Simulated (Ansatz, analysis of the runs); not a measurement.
# Transmission past a defect: Al wire along [110], 3 atoms a period, Pt in place of one Al, part 4 of 4

Wanted: the relaxed defect and the transmission past it, beside the channels of the perfect wire.

Ansatz 0.2.0; DFT PBE, plane waves, PAW; relaxation of a wire's period (the session's first sound run).

So far, transmission at the energy nearest the Fermi level, one spin: step 5 (transmission between the leads) 2.66. Also channels at the energy nearest the Fermi level, one spin: step 3 (the perfect wire) 5.

## (6) Conductance and thermopower from T(E) (continued)

T(E) held rigid; rough near sharp steps of T(E). Thermopower at 300 K against shift of the leads' level:

```
shift of the leads' level (eV)  thermopower at 300 K (μV/K)
                        -0.900                        -8.24
                        -0.850                        -2.02
                        -0.800                         11.8
                        -0.700                         7.85
                        -0.650                        -1.64
                        -0.600                        -3.30
                        -0.550                        -3.41
                        -0.450                        -7.35
                        -0.400                        -16.8
                        -0.350                        -23.3
                        -0.300                        -18.2
                        -0.200                        -8.32
                        -0.150                        -6.17
                        -0.100                        -4.81
                        -0.050                        -3.84
                         0.050                        -2.47
                         0.100                        -1.89
                         0.150                        -1.25
                         0.200                       -0.372
                         0.300                         3.15
                         0.350                         3.76
                         0.400                         1.23
                         0.450                        0.888
                         0.550                         6.44
                         0.600                         9.22
                         0.650                         12.6
                         0.700                         22.6
                         0.800                         31.6
                         0.850                         10.9
                         0.900                         2.98
```

The two levels move by half the bias each and T(E) is held rigid. The current from the zero-bias T(E) by bias:

```
bias (V)  current from the zero-bias T(E) (μA)
   0.000                                     0
   0.100                                  20.6
   0.200                                  41.0
   0.300                                  61.3
   0.400                                  81.3
   0.500                                   101
   0.600                                   120
   0.700                                   137
   0.800                                   153
   0.900                                   169
   1.000                                   184
   1.100                                   199
   1.200                                   213
   1.300                                   227
   1.400                                   240
   1.500                                   252
   1.600                                   263
   1.700                                   273
   1.800                                   283
   1.900                                   293
```

By hand, Mott's formula: S = −(π²k²T/3e) d ln T/dE, and π²k²T/3e = 7.33 μV/K × eV at 300 K. The computed T is 2.57 at -0.070 eV and 2.73 at +0.070 eV, so d ln T/dE ≈ 0.420 per eV and S ≈ -3.08 μV/K, against -3.10 from the integrals.

The thermopower is -3.10 μV/K. The Lorenz ratio is 0.99, where the Wiedemann-Franz law gives 1. Moving the level by up to 0.1 eV either way gives -4.8 to -1.9 μV/K.

## (7) A varied input

This step: DFT PBE, plane waves, PAW; channels and complex bands of a perfect wire; changed: output.transmission.e_range = [-0.1, 0.1], output.transmission.de = 0.1 (Ansatz 0.2.0).

System of this step: Al wire along [110], 3 atoms a period. The cell holds 3 atoms: 3 Al. Its edges and angles: a = 8.820 Å, b = 9.657 Å, c = 2.501 Å, α = 90.0°, β = 90.0°, γ = 90.0°. Vacuum lies along a and b. The structure's axis is c.

The atoms of the run on the perfect lead are kept and the input is varied, to see whether the result depends on it.

Contents of input.yaml:

```yaml
crystal:
  lattice:
    - [8.82, 0.0, 0.0]
    - [0.0, 9.657, 0.0]
    - [0.0, 0.0, 2.5005734469]
  atoms:
    - { symbol: Al, position: [0.38056872, 0.352254387, 0.0] }
    - { symbol: Al, position: [0.624350088, 0.499985057, 0.5] }
    - { symbol: Al, position: [0.38056872, 0.647715727, 0.0] }
kpoints:
  mp_grid: { grid: [1, 1, 32] }
scf:
  occupations: { method: fermi_dirac, width: 0.05 }
hamiltonian:
  xc: pbe
output:
  transmission:
    e_range: [-0.1, 0.1]
    de: 0.1
    kmesh: [1, 1]
    reduced_basis: true
    leads: [[0, 0]]
basis:
  ecutwfc: "350 eV"
```

The run is started by

```console
> ansatz run input.yaml --threads 4 --pin off --max-ram 16384MiB --backend cpu --events-out ev --progress --plain --runs-dir out
```

Numbers of over 12 decimals in the logs are rounded to 6 here.

Output:

```text
[...]
Crystal: 3 atoms, lattice volume = 212.986 Å³
Basis set: ecut = 350 eV, 3161 PW (Γ)
Bands: 9, of which v1, the nominal top of the filled ones, is band 5 counted from 1 (4 counted from 0)
Symmetry: 4 space group operations
[...]
k-points: 17 of 32
[...]
SCF iter   1: F=—  HF=-1609.849523 eV  |F-HF|=—  |Δ(HF+E_count)|=         —  Δρ=1.61e-3  dr2=1.95e-2  ethr=1.77e-3  ⟨swp⟩=8.3  Hψ=1517  notcnv=0
[...]
SCF iter   6: F=-1609.848694 eV  HF=-1609.848694 eV  |F-HF|=2.03e-8  |Δ(HF+E_count)|=   9.22e-8  Δρ=2.34e-6  dr2=5.16e-8  ethr=1.11e-9  ⟨swp⟩=4.2  Hψ=749  notcnv=0
SCF 1 converged in 6 iterations: F = -1609.848694 eV  dr2 = 5.16e-8
[...]
transmission: 3 of 18 steps passed
transmission: 6 of 18 steps passed
[...]
transmission: 18 of 18 steps passed
SCF converged after 6 iterations
Free energy (F): -1609.848694 eV
[...]
Internal energy: -1609.834023 eV  (E = F + TS)
E sigma→0 (E₀):  -1609.841359 eV
Entropy (-TS):   -0.014671 eV (-4.890 meV/atom)
Fermi energy:    -1.529019 eV
[...]
--- Band table (eV; the first three rows and the last of 17) ---
[...]
--- Transmission ---
  basis      : 619 plane waves across, 3 finite elements along
  points     : 1, standing for a mesh of 1 x 1
[...]
crystal 0  : Al3, at the sites [0, 0], period 2.5006 Å: whole cells are its period
[...]
channels       : 5.000000e0 a spin
    conductance    : none, the energies end too early or step too widely for 300 K: set another output.transmission.e_range or a lower de, or, where they end at an eighth of basis.ecutwfc, a higher one
```

The job ended after 3.4 s (4 threads of Arm Neoverse V2, shared host; peak memory 0.43 GiB).

This step gave:

```yaml
energy_at_zero_smearing: -1609.8414 eV
```

The open channels of the lead, one spin stays at 5 for energy from -0.1 to 0.1 eV.

It took 3.4 s against 16 s for the run it varies; the program gives no conductance for this window, step and temperature, so that result is lost.

The channels at the energy nearest the Fermi level, one spin stays within 0.2 % plus 0.001 of the run it varies.

## (8) Results

- conductance of the perfect wire: 5.00 G₀
- conductance, Pt in place of one Al: 2.66 G₀
- thermopower, Pt in place of one Al: -3.10 μV/K

In words: Summed over the computed window, 51 % of the lead's open channels pass the defect; the conductance at 300 K is 2.66 G₀. With Pt in place of one Al, 53 % of the conductance of that run's own lead (5.00 G₀) is left. Transport is coherent and elastic here: the atoms are frozen, so scattering by vibrations plays no part. Spin-orbit coupling is left out, which matters for the bands of heavy atoms. In 1 run the program finds the step of the lead's Hamiltonian too large, so longer leads may change the transmission. A junction with open d shells ran without spin, after the few moments seeded in its relaxation died away; moments on all d atoms were not tried. A cutoff under the files' recommended one was taken to save time; its effect on T(E) was not tested here.

[Logs are printed without paths, hosts, clocks, repeated set-up lines and the standing remarks that a program may print on its own settings, such as how far it seeks lower states.]

[Hosts, paths, dates, database ids (printed as entryN), source tags and the programs' standing remarks are cut or masked in the printed files.]
